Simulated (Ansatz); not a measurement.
Crystal: BaTiO3.

```xyz
5
Lattice="2.8277 1.6326 2.3177 -2.8277 1.6326 2.3177 0.0000 -3.2651 2.3177" Properties=species:S:1:pos:R:3 pbc="T T T"
Ba   -2.7004    1.6624    2.3728
Ti   -0.0605   -0.0667    3.6407
O    -0.0308   -1.5655    4.5301
O    -1.4487    0.8432    4.4791
O     1.4127    0.7592    4.5299
```

| Property | Result |
| --- | --- |
| Program | Ansatz 0.2.0 |
| Task | relaxation of cell and atoms |
| Functional | PBEsol |
| Dispersion | D3(BJ) |
| Potentials or basis | Ansatz PAW |
| Cutoff | 420 eV (not typed: the program's choice for these potentials) |
| k mesh | 7 × 7 × 7 |
| Occupations | fermi-dirac, width 0.05 eV |
| Spin | no spin polarisation |

At the start: volume 12.84 Å³/atom.

Question: Where does the relaxation end?

Answer: It ends after 9 steps and the volume is 12.35 Å³/atom (-3.8 %); space group R3m (No. 160, to 0.05 Å).

The path:
```
step  energy change (eV)  largest force (eV/Å)  volume (Å³)
   1              0.0000                2.1092        64.20
   2             -0.1610                1.0896        63.58
   3             -0.2538                0.0716        62.36
   4             -0.2686                0.0853        61.60
   5             -0.2715                0.0248        61.90
   6             -0.2718                0.0018        61.85
   7             -0.2647                0.0018        61.85
   8             -0.2651                0.0009        61.75
   9             -0.2647                0.0008        61.75
```

Final structure:
```cif
data_structure
_symmetry_space_group_name_H-M 'P 1'
_symmetry_Int_Tables_number 1
_cell_length_a 3.9523
_cell_length_b 3.9525
_cell_length_c 3.9531
_cell_angle_alpha 89.940
_cell_angle_beta 89.940
_cell_angle_gamma 89.941
_cell_volume 61.75
loop_
_atom_site_label
_atom_site_type_symbol
_atom_site_fract_x
_atom_site_fract_y
_atom_site_fract_z
_atom_site_occupancy
Ba1 Ba 0.99988 0.99991 0.99996 1
Ti1 Ti 0.50827 0.50834 0.50850 1
O1 O 0.49140 0.49138 0.98761 1
O2 O 0.49138 0.98772 0.49131 1
O3 O 0.98777 0.49135 0.49131 1
```

Caveat: the plane-wave basis is chosen anew once the cell has moved, so the energies of steps on either side of that aren't comparable; the pressure holds a Pulay correction of +0.6 GPa for the finite cutoff; the PAW data sets come from PBE, with cores solved anew for the run's functional, which leaves a small shift of forces and pressure.
